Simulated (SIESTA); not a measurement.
Runs of SIESTA 5.4.2 on KI. The structure is cubic, space group Fm-3m (No. 225). Conventional cell: a = 7.066 Å, b = 7.066 Å, c = 7.066 Å, α = 90.00°, β = 90.00°, γ = 90.00°. Around I (site symmetry m-3m) lie 6 K at 3.53 Å. Around K (site symmetry m-3m) lie 6 I at 3.53 Å. 

```tsv
task	level	potentials or basis	energy shift	gap on the mesh (eV)	pressure (GPa)	V0 of scaled cells (Å³/atom)	B0 (GPa)
equation of state	PBEsol	PseudoDojo 0.4 standard (PBEsol files), DZP (energy shift 0.003 Ry; two zetas on semicore shells; d shell added on K)	0.003 Ry	-	-	43.19	13
equation of state	PBE	PseudoDojo 0.4 standard (PBE files), DZP (energy shift 0.002 Ry; d shell added on K)	0.002 Ry	-	-	46.43	(a)
single point	PBE	PseudoDojo 0.4 standard (PBE files), DZP (energy shift 0.002 Ry; d shell added on K)	0.002 Ry	(b)	0.6	-	-
single point	PBEsol	PseudoDojo 0.4 standard (PBEsol files), DZP (energy shift 0.003 Ry; two zetas on semicore shells; d shell added on K)	0.003 Ry	3.95	(c)	-	-
```

Alike in all rows: no spin polarisation; cell as given; k mesh 7 × 7 × 7; smearing fermi-dirac 0.05 eV; grid cutoff 800 Ry.

Task: Fill in the values left out.

Result: (a) 11; (b) 4.07; (c) -0.2.

Caveats: the basis of atomic orbitals isn't converged, which shifts pressures, moduli and gaps; semicore shells carry a single zeta, which can move pressures by several GPa and volumes by a few percent (some runs); spin-orbit coupling is left out, which moves the levels of the heavy elements (some runs); an odd mesh through Γ misses points on the zone boundary, where band edges often lie (some runs).

A k mesh can miss the band edges, and the runs leave out spin-orbit coupling on I.

Not every run made on this cell is shown here.
